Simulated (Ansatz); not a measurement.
# SnO: the cost of one run

Program: Ansatz 0.2.0. Level of theory: DFT PBE, scalar-relativistic, plane waves, PAW. These are calculated values, not measurements.

## Step 1: The structure to begin with

It takes space group Pmn2_1 (No. 31, orthorhombic). The conventional cell has a = 3.355 Å, b = 5.674 Å, c = 4.222 Å, α = 90.00°, β = 90.00°, γ = 90.00°. Sn (site symmetry m) has 3 O at 2.15 to 2.16 Å in its first shell of neighbours. O (site symmetry m) is surrounded by 3 Sn at 2.15 to 2.16 Å.

Coordinates:

```xyz
64
Lattice="-6.7100 0.0000 -8.4439 -6.7100 0.0000 8.4439 6.7100 11.3482 0.0000" Properties=species:S:1:pos:R:3 pbc="T T T"
Sn   -6.7100    1.3159   -6.2775
Sn   -6.7100    6.9900   -2.0555
Sn   -3.3550    1.3159   -2.0555
Sn   -3.3550    6.9900   -6.2775
Sn   -3.3550    6.9900   -2.0555
Sn   -3.3550    6.9900    2.1665
Sn  -10.0650    1.3159   -2.0555
Sn  -10.0650    1.3159    2.1665
Sn    0.0000    6.9900   -2.0555
Sn    0.0000    6.9900    2.1665
Sn   -6.7100    1.3159   -2.0555
Sn   -6.7100    1.3159    2.1665
Sn   -6.7100    1.3159    6.3884
Sn   -6.7100    6.9900    2.1665
Sn   -3.3550    1.3159    2.1665
Sn   -3.3550    6.9900    6.3884
Sn    1.6775    4.3582    0.0555
Sn    1.6775   10.0323    4.2775
Sn   -1.6775    4.3582   -4.1665
Sn    5.0325   10.0323    0.0555
Sn   -1.6775   10.0323   -4.1665
Sn   -1.6775   10.0323    0.0555
Sn   -1.6775    4.3582    4.2775
Sn   -8.3875    4.3582    0.0555
Sn    1.6775   10.0323   -4.1665
Sn    1.6775   10.0323    0.0555
Sn   -5.0325    4.3582   -4.1665
Sn   -5.0325    4.3582    0.0555
Sn   -5.0325    4.3582    4.2775
Sn   -5.0325   10.0323    0.0555
Sn   -1.6775    4.3582    0.0555
Sn   -1.6775   10.0323    4.2775
O     0.0000    5.0570    3.1110
O     0.0000   10.7311    7.3330
O    -3.3550    5.0570   -1.1110
O     3.3550   10.7311    3.1110
O    -3.3550   10.7311   -1.1110
O    -3.3550   10.7311    3.1110
O    -3.3550    5.0570    7.3330
O    -3.3550    5.0570   -5.3329
O     0.0000   10.7311   -1.1110
O     0.0000   10.7311    3.1110
O    -6.7100    5.0570   -1.1110
O    -6.7100    5.0570    3.1110
O     0.0000    5.0570   -1.1110
O     0.0000   10.7311   -5.3329
O    -3.3550    5.0570    3.1110
O     3.3550   10.7311   -1.1110
O   -11.7425    0.6171    1.0000
O    -5.0325    6.2912   -3.2220
O    -8.3875    0.6171    5.2220
O    -8.3875    6.2912    1.0000
O    -1.6775    6.2912   -3.2220
O    -1.6775    6.2912    1.0000
O    -8.3875    0.6171   -3.2220
O    -8.3875    0.6171    1.0000
O    -5.0325    6.2912    5.2220
O     1.6775    6.2912    1.0000
O    -5.0325    0.6171   -3.2220
O    -5.0325    0.6171    1.0000
O    -5.0325    0.6171    5.2220
O    -5.0325    6.2912    1.0000
O    -1.6775    0.6171    1.0000
O    -1.6775    6.2912    5.2220
```

The runs take a perfect supercell of 64 atoms; the defect goes to fractional position (0.039, 0.407, 0.446).

## Step 2: The perfect supercell

File input.yaml:

```yaml
crystal:
  lattice:
    - [-6.71001, 0.0, -8.44394]
    - [-6.71001, 0.0, 8.44394]
    - [6.71001, 11.348208, 0.0]
  atoms:
    - { symbol: Sn, position: [0.929691, 0.186263, 0.115954] }
    - { symbol: Sn, position: [0.929691, 0.686263, 0.615954] }
    - { symbol: Sn, position: [0.429691, 0.186263, 0.115954] }
    - { symbol: Sn, position: [0.929691, 0.186263, 0.615954] }
    - { symbol: Sn, position: [0.679691, 0.436263, 0.615954] }
    - { symbol: Sn, position: [0.429691, 0.686263, 0.615954] }
    - { symbol: Sn, position: [0.929691, 0.686263, 0.115954] }
    - { symbol: Sn, position: [0.679691, 0.936263, 0.115954] }
    - { symbol: Sn, position: [0.429691, 0.186263, 0.615954] }
    - { symbol: Sn, position: [0.179691, 0.436263, 0.615954] }
    - { symbol: Sn, position: [0.679691, 0.436263, 0.115954] }
    - { symbol: Sn, position: [0.429691, 0.686263, 0.115954] }
    - { symbol: Sn, position: [0.179691, 0.936263, 0.115954] }
    - { symbol: Sn, position: [0.679691, 0.936263, 0.615954] }
    - { symbol: Sn, position: [0.179691, 0.436263, 0.115954] }
    - { symbol: Sn, position: [0.179691, 0.936263, 0.615954] }
    - { symbol: Sn, position: [0.063737, 0.070309, 0.384046] }
    - { symbol: Sn, position: [0.063737, 0.570309, 0.884046] }
    - { symbol: Sn, position: [0.563737, 0.070309, 0.384046] }
    - { symbol: Sn, position: [0.063737, 0.070309, 0.884046] }
    - { symbol: Sn, position: [0.813737, 0.320309, 0.884046] }
    - { symbol: Sn, position: [0.563737, 0.570309, 0.884046] }
    - { symbol: Sn, position: [0.063737, 0.570309, 0.384046] }
    - { symbol: Sn, position: [0.813737, 0.820309, 0.384046] }
    - { symbol: Sn, position: [0.563737, 0.070309, 0.884046] }
    - { symbol: Sn, position: [0.313737, 0.320309, 0.884046] }
    - { symbol: Sn, position: [0.813737, 0.320309, 0.384046] }
    - { symbol: Sn, position: [0.563737, 0.570309, 0.384046] }
    - { symbol: Sn, position: [0.313737, 0.820309, 0.384046] }
    - { symbol: Sn, position: [0.813737, 0.820309, 0.884046] }
    - { symbol: Sn, position: [0.313737, 0.320309, 0.384046] }
    - { symbol: Sn, position: [0.313737, 0.820309, 0.884046] }
    - { symbol: O, position: [0.038598, 0.407027, 0.445625] }
    - { symbol: O, position: [0.038598, 0.907027, 0.945625] }
    - { symbol: O, position: [0.538598, 0.407027, 0.445625] }
    - { symbol: O, position: [0.038598, 0.407027, 0.945625] }
    - { symbol: O, position: [0.788598, 0.657027, 0.945625] }
    - { symbol: O, position: [0.538598, 0.907027, 0.945625] }
    - { symbol: O, position: [0.038598, 0.907027, 0.445625] }
    - { symbol: O, position: [0.788598, 0.157027, 0.445625] }
    - { symbol: O, position: [0.538598, 0.407027, 0.945625] }
    - { symbol: O, position: [0.288598, 0.657027, 0.945625] }
    - { symbol: O, position: [0.788598, 0.657027, 0.445625] }
    - { symbol: O, position: [0.538598, 0.907027, 0.445625] }
    - { symbol: O, position: [0.288598, 0.157027, 0.445625] }
    - { symbol: O, position: [0.788598, 0.157027, 0.945625] }
    - { symbol: O, position: [0.288598, 0.657027, 0.445625] }
    - { symbol: O, position: [0.288598, 0.157027, 0.945625] }
    - { symbol: O, position: [0.842973, 0.961402, 0.054375] }
    - { symbol: O, position: [0.842973, 0.461402, 0.554375] }
    - { symbol: O, position: [0.342973, 0.961402, 0.054375] }
    - { symbol: O, position: [0.842973, 0.961402, 0.554375] }
    - { symbol: O, position: [0.592973, 0.211402, 0.554375] }
    - { symbol: O, position: [0.342973, 0.461402, 0.554375] }
    - { symbol: O, position: [0.842973, 0.461402, 0.054375] }
    - { symbol: O, position: [0.592973, 0.711402, 0.054375] }
    - { symbol: O, position: [0.342973, 0.961402, 0.554375] }
    - { symbol: O, position: [0.092973, 0.211402, 0.554375] }
    - { symbol: O, position: [0.592973, 0.211402, 0.054375] }
    - { symbol: O, position: [0.342973, 0.461402, 0.054375] }
    - { symbol: O, position: [0.092973, 0.711402, 0.054375] }
    - { symbol: O, position: [0.592973, 0.711402, 0.554375] }
    - { symbol: O, position: [0.092973, 0.211402, 0.054375] }
    - { symbol: O, position: [0.092973, 0.711402, 0.554375] }
basis:
  ecutwfc: 420
  fft_grid_basis: typed
kpoints:
  mp_grid: { grid: [1, 1, 1] }
hamiltonian:
  xc: pbe
  pseudopotentials: { kind: paw }
scf:
  occupations: { method: gaussian, width: 0.05 }
output:
  forces: true
  stress: false
  eigenvalues: true
  bader: false
  write_density: true
  volumetric_format: npy
```

On the command line:

```
$ ansatz run input.yaml --threads 8 --pin off --max-ram 16384MiB --backend cpu --events-out ev --progress --plain --runs-dir out
```

What time and memory should one allow on 8 threads of Arm Neoverse N1, shared host?

About 10 s, with a peak of 1.7 GiB.
